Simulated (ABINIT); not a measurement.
# BAs: single point with PBE

BAs:

```
As B
1.0
     0.00000    2.40505    2.40505
     2.40505    0.00000    2.40505
     2.40505    2.40505    0.00000
As B
1 1
Direct
  0.75000 0.75000 0.75000
  0.00000 0.00000 0.00000
```

The cell isn't the ideal one: cell relaxed.

```
Program             : ABINIT 10.8.3 (patched build)
Task                : single point
Functional          : PBE
Potentials or basis : PseudoDojo NC SR PBE v0.4.1 standard
Cutoff              : 1034 eV
k mesh              : 8 × 8 × 8
Occupations         : fermi-dirac, width 0.05 eV
Spin                : no spin polarisation
```

- Band gap on the k mesh: 1.23 eV, indirect (least direct gap 3.27 eV)
- Valence electrons inside the program's atomic spheres: As 12.45; B 2.52

Levels at points of the mesh, in eV from the valence-band top:
| k point | band 7 | band 8 | band 9 | band 10 | band 11 | band 12 |
| --- | --- | --- | --- | --- | --- | --- |
| (0.00, 0.00, 0.00) | 0.00 | 0.00 | 0.00 | 3.27 | 3.27 | 3.27 |
| (0.50, 0.00, 0.00) | -8.63 | -1.78 | -1.78 | 2.58 | 4.78 | 4.78 |
| (0.50, 0.50, 0.00) | -8.40 | -3.99 | -3.99 | 1.48 | 1.48 | 11.19 |

Run time: 24 s on 1 thread of Arm Neoverse V1 (shared host), peak memory 0.07 GiB.

 A k mesh can miss the band edges.
